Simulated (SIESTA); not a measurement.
The system is Bi2Te2Se.

```
Bi Te Se
1.0
     2.16097    1.24764   10.58557
    -2.16097    1.24764   10.58557
     0.00000   -2.49527   10.58557
Bi Te Se
2 2 1
Cartesian
  0.0000 0.0000 12.4398
  0.0000 0.0000 19.3169
  0.0000 0.0000 24.7831
  0.0000 0.0000 6.9736
  0.0000 0.0000 0.0000
```

The cell is a database's computed one.

Base run:

| Item | Value |
| --- | --- |
| Program | SIESTA 5.4.2 |
| Functional | PBEsol |
| Potentials or basis | PseudoDojo 0.4 standard (PBEsol files) |
| Basis | DZP (energy shift 0.003 Ry; two zetas on semicore shells) |
| Grid cutoff | 500 Ry |
| Energy shift | 0.003 Ry |
| k mesh | 7 × 7 × 7 |
| Occupations | fermi-dirac, width 0.05 eV |
| Spin | no spin polarisation |

Its results: band gap on the k mesh 0.43 eV, direct; pressure -0.4 GPa; largest force 0.239 eV/Å.

The run is repeated on the same cell with these changes: functional from PBEsol to LDA; potentials or basis from PseudoDojo 0.4 standard (PBEsol files) to PseudoDojo 0.4 standard (LDA files). What comes out?

Band gap on the k mesh 0.40 eV, direct; pressure -1.6 GPa; largest force 0.192 eV/Å.

Caveats: spin-orbit coupling is left out, which as a rule narrows the gap of such compounds by several tenths of an eV; the basis of atomic orbitals isn't converged, which shifts pressures, moduli and gaps; an odd mesh through Γ misses points on the zone boundary, where band edges often lie (some runs).

Not every run made on this cell is shown here.
